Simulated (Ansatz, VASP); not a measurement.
This is a calculation of AlN for Ansatz 0.2.0.

The input input.yaml:

```yaml
crystal:
  lattice:
    - [0.0, 2.1839935596, 2.1839935596]
    - [2.1839935596, 0.0, 2.1839935596]
    - [2.1839935596, 2.1839935596, 0.0]
  atoms:
    - { symbol: Al, position: [0.0, 0.0, 0.0] }
    - { symbol: "N", position: [0.25, 0.25, 0.25] }
kpoints:
  mp_grid: { grid: [10, 10, 10] }
scf:
  occupations: { method: gaussian, width: 0.015 }
hamiltonian:
  xc: pbe
  pseudopotentials: { kind: all_electron, lapw: { basis_error: 0.001 } }
output:
  forces: true
  stress: true
  eigenvalues: true
```

Potentials or basis: all-electron LAPW, scalar-relativistic.

The run is started by

```bash
$ ansatz run input.yaml --threads 1 --pin off --max-ram 3072MiB --backend cpu --events-out ev --progress --plain --runs-dir out
```

Task: Translate it to VASP 6.6.1. Potentials there: VASP PAW PBE potentials, release 64 (Al, N).

Result: As run (the cutoff follows the program's own potentials):

File INCAR:

```
SYSTEM = AlN
PREC = Accurate ; ENCUT = 520
EDIFF = 1E-6 ; ISMEAR = 0
SIGMA = 0.015 ; LREAL = .FALSE.
LASPH = .TRUE. ; NELM = 100
ALGO = Normal ; ISIF = 2
LWAVE = .FALSE. ; LCHARG = .FALSE.
GGA = PE ; NBANDS = 11
```

Contents of KPOINTS:

```
Automatic mesh
0
G
  10 10 10
  0 0 0
```

POSCAR

```
AlN
1.0
    0.0000000000      2.1839935596      2.1839935596
    2.1839935596      0.0000000000      2.1839935596
    2.1839935596      2.1839935596      0.0000000000
Al N
1 1
Direct
    0.0000000000      0.0000000000      0.0000000000
    0.2500000000      0.2500000000      0.2500000000
```

Potentials or basis: VASP PAW PBE potentials, release 64 (Al, N).

Launch:

```bash
$ cat potpaw_PBE.64/Al/POTCAR potpaw_PBE.64/N/POTCAR > POTCAR
$ mpirun -np 1 vasp_std > vasp.out
```

Both were run:

|  | VASP | Ansatz | Ansatz less VASP |
| --- | --- | --- | --- |
| gap on the k mesh at the Fermi level (eV) | 3.32 | 3.32 | 0.000 |
| least direct gap on the mesh (eV) | 4.20 | 4.19 | -0.004 |
| pressure (GPa) | 4.6 | 4.8 | +0.17 |

Ansatz ran all-electron here, so the differences hold the error of VASP's frozen core and of both bases.

A k mesh can miss the band edges. Expect the measured gap to be larger: semilocal functionals such as PBE lack the derivative discontinuity.
